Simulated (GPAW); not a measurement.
Write an ASE script for GPAW 26.7.0 that does the following.

- Task: band structure
- Functional: LDA
- Potentials or basis: PAW data sets generated in the run's folder for this functional
- Cutoff: 800 eV
- Basis: pw
- k mesh: 7 × 7 × 4
- Occupations: fermi-dirac, width 0.05 eV
- Spin: no spin polarisation
- Maxiter: 150
- Band path: GMKGALHA,LM,KH
- Band points: 80

GaN:

```
CELL_PARAMETERS angstrom
3.18000 0.00000 0.00000
-1.59000 2.75396 0.00000
0.00000 0.00000 5.16600
ATOMIC_POSITIONS crystal
Ga 0.66667 0.33333 0.50000
Ga 0.33333 0.66667 0.00000
N 0.66667 0.33333 0.87500
N 0.33333 0.66667 0.37500
```

These files were run (other wordings do the same):

run.py

```python
from ase import Atoms
from ase.dft.bandgap import bandgap
from ase.io import write
from ase.units import GPa
from gpaw import GPAW, PW, setup_paths

setup_paths.insert(0, '.')

atoms = Atoms(['Ga', 'Ga', 'N', 'N'],
              cell=[[3.18, 0.0, 0.0],
                    [-1.59, 2.753960784, 0.0],
                    [0.0, 0.0, 5.166]],
              scaled_positions=[[0.6666666667, 0.3333333333, 0.5],
                                [0.3333333333, 0.6666666667, 0.0],
                                [0.6666666667, 0.3333333333, 0.875],
                                [0.3333333333, 0.6666666667, 0.375]],
              pbc=True)

calc = GPAW(mode=PW(800),
            xc='LDA',
            kpts={'size': (7, 7, 4), 'gamma': True},
            occupations={'name': 'fermi-dirac', 'width': 0.05},
            nbands=18,
            convergence={'density': 1e-05, 'energy': 1e-05},
            maxiter=150,
            txt='gpaw.txt')
atoms.calc = calc
energy = atoms.get_potential_energy()
forces = atoms.get_forces()
stress = atoms.get_stress()
calc.write('gs.gpw')
write('result.traj', atoms)
print(f'Energy: {energy:.6f} eV')
print('Forces (eV/A):')
print(forces.round(4))
print('Stress (GPa):', (stress / GPa).round(3))
print('Fermi level:', round(calc.get_fermi_level(), 4), 'eV')
print(f'Gap: {bandgap(calc)[0]:.4f} eV, direct: {bandgap(calc, direct=True)[0]:.4f} eV')

path = atoms.cell.bandpath('GMKGALHA,LM,KH', npoints=80, eps=1e-4)
bs_calc = calc.fixed_density(kpts=path, symmetry='off', nbands=29,
                             convergence={'bands': 'CBM+6.0', 'eigenstates': 1e-6}, txt='bands.txt')
bs = bs_calc.band_structure()
bs.write('bs.json')
print(f'Gap on the path: {bandgap(bs_calc)[0]:.4f} eV')
```

Potentials or basis: PAW data sets generated in the run's folder for this functional, pw.

The run is started by

```bash
$ gpaw-setup -f LDA Ga N
$ OMP_NUM_THREADS=1 python run.py
```

Results of the run:

```yaml
Pressure: 3.3 GPa
Largest_force: 0.169 eV/Å
Band_gap_on_the_k_mesh: 2.12 eV, direct
Band_gap_along_the_path: 2.12 eV, direct
```

Run time: 51 s on 1 thread of Arm Neoverse V2, with other jobs on the host, peak memory 0.33 GiB.
